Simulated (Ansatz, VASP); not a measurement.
TaN: VASP beside Ansatz

The input INCAR:

```
SYSTEM = TaN
  ALGO = Normal
  EDIFF = 1E-7
  ENCUT = 520
  GGA = PS
  ISIF = 2
  ISMEAR = 0
  LASPH = .TRUE.
  LCHARG = .FALSE.
  LREAL = .FALSE.
  LWAVE = .FALSE.
  NBANDS = 15
  NELM = 60
  PREC = Accurate
  SIGMA = 0.15
```

KPOINTS

```
k-points
0
G
  18 18 18
  0 0 0
```

The input POSCAR:

```
TaN
1.0
    0.0000000000      2.2334750000      2.2879500000
    2.2334750000      0.0000000000      2.2879500000
    2.2334750000      2.2334750000      0.0000000000
Ta N
1 1
Direct
    0.5000000000      0.5000000000      0.5000000000
    0.0000000000      0.0000000000      0.0000000000
```

Input for Ansatz:

```yaml
crystal:
  lattice:
    - [0.0, 2.233475, 2.28795]
    - [2.233475, 0.0, 2.28795]
    - [2.233475, 2.233475, 0.0]
  atoms:
    - { symbol: Ta, position: [0.5, 0.5, 0.5] }
    - { symbol: "N", position: [0.0, 0.0, 0.0] }
basis:
  ecutwfc: 420
kpoints:
  mp_grid: { grid: [18, 18, 18] }
hamiltonian:
  xc: pbesol
scf:
  occupations: { method: gaussian, width: 0.15 }
output:
  forces: true
  stress: true
  eigenvalues: true
```

Change from the starting cell: strain +0.025 along x and y, +0.050 along z, atoms carried along.

Alike in both runs: task single point; functional PBEsol; k mesh 18 × 18 × 18; occupations gaussian, width 0.15 eV; no spin polarisation.

```csv
,VASP,Ansatz
version,VASP 6.6.1,Ansatz 0.2.0
potentials or method,"VASP PAW PBE potentials, release 64 (Ta_pv, N)","scalar-relativistic, plane waves, PAW"
plane-wave cutoff (eV),520,420
valence electrons in the cell,16,18
```

```csv
,VASP,Ansatz,Ansatz less VASP
gap on the k mesh at the Fermi level (eV),none,none,-
pressure (GPa),-24.3,-24.9,-0.63
largest component of the traceless stress (GPa),5.69,5.66,-0.034
```

A gap of «none» marks a metal or a gap that the smearing closes. The two sets of potentials don't hold the same shells in valence.

Caveats: so large a pressure means that the cell lies far from this level's equilibrium, or that cutoff or potentials fall short (VASP); the potentials were made for another functional, which shifts forces and pressure (VASP). Spin-orbit coupling is left out, which matters for the levels of Ta.
